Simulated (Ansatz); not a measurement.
The system is SiC (Moissanite).

```
CELL_PARAMETERS angstrom
3.07600 0.00000 0.00000
-1.53800 2.66389 0.00000
0.00000 0.00000 5.04800
ATOMIC_POSITIONS crystal
Si 0.66667 0.33333 0.50000
Si 0.33333 0.66667 0.00000
C 0.66667 0.33333 0.88500
C 0.33333 0.66667 0.38500
```

| Item | Value |
| --- | --- |
| Program | Ansatz 0.2.0 |
| Task | single point |
| Functional | PBE |
| Potentials or basis | all-electron LAPW, scalar-relativistic |
| Cutoff | 356 eV (chosen from the basis error) |
| Basis error allowed | 0.001 eV/atom |
| k mesh | 10 × 10 × 5 |
| Occupations | fermi-dirac, width 0.05 eV |
| Spin | no spin polarisation |

On this cell: pressure 3.7 GPa; largest force 0.752 eV/Å; band gap on the k mesh 2.48 eV, indirect (least direct gap 4.08 eV).

The same run follows on a disturbed copy (atoms moved at random, drawn with an rms of 0.05 Å):

```
CELL_PARAMETERS angstrom
3.07600 0.00000 0.00000
-1.53800 2.66389 0.00000
0.00000 0.00000 5.04800
ATOMIC_POSITIONS crystal
Si 0.66176 0.32400 0.50824
Si 0.33440 0.66063 0.00133
C 0.68683 0.33924 0.88747
C 0.34214 0.66909 0.38002
```

Question: What changes?

Answer: The energy moves by +8.7 meV/atom; pressure 3.8 GPa; largest force 1.503 eV/Å; band gap on the k mesh 2.35 eV, indirect (least direct gap 3.96 eV).

Forces in eV/Å, atoms in the order of the input:
```
Si   0.492  0.629 -0.324
Si   0.865  0.669  0.943
C   -0.974 -0.719 -0.890
C   -0.383 -0.580  0.270
```

Stress tensor (GPa, compression positive):
```
4.92 1.15 1.54
1.15 4.22 1.48
1.54 1.48 2.23
```

Caveats: an odd mesh through Γ misses points on the zone boundary, where band edges often lie.
